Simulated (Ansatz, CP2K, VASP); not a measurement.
## One calculation of La, 3 ways

```
La
1.0
     4.24766    0.00000    0.00000
     0.00000    4.24766    0.00000
     0.00000    0.00000    4.24766
La
2
Direct
  0.00000 0.00000 0.00000
  0.50000 0.50000 0.50000
```

This isn't the form of La at room conditions, which is double hcp.

Alike in all runs: task band structure; functional LDA; k mesh 6 × 6 × 6; occupations fermi-dirac, width 0.1 eV; no spin polarisation; no spin-orbit coupling. LDA stands for any of its common fits. Pressure is positive in compression and, in plane waves, holds the error of the finite cutoff, which Ansatz's Pulay term estimates and takes out.

| program and potentials | plane-wave cutoff (eV) | notes | pressure (GPa) |
| --- | --- | --- | --- |
| Ansatz, Ansatz PAW | 420 | potentials made for PBE, which Ansatz adapts in part | -3.50 |
| VASP, LDA PAW files La, release 54, 520 eV | 520 | - | ? |
| CP2K, GTH_POTENTIALS La GTH-PADE-q11; TZVP-MOLOPT-SR-GTH basis | - | atomic basis | -2.80 |

Task: Estimate from the other rows what the run with VASP, LDA PAW files La, release 54, 520 eV gave.

Result: Pressure -3.55 GPa. The other rows, which needn't bracket it: pressure -3.50 to -2.80.
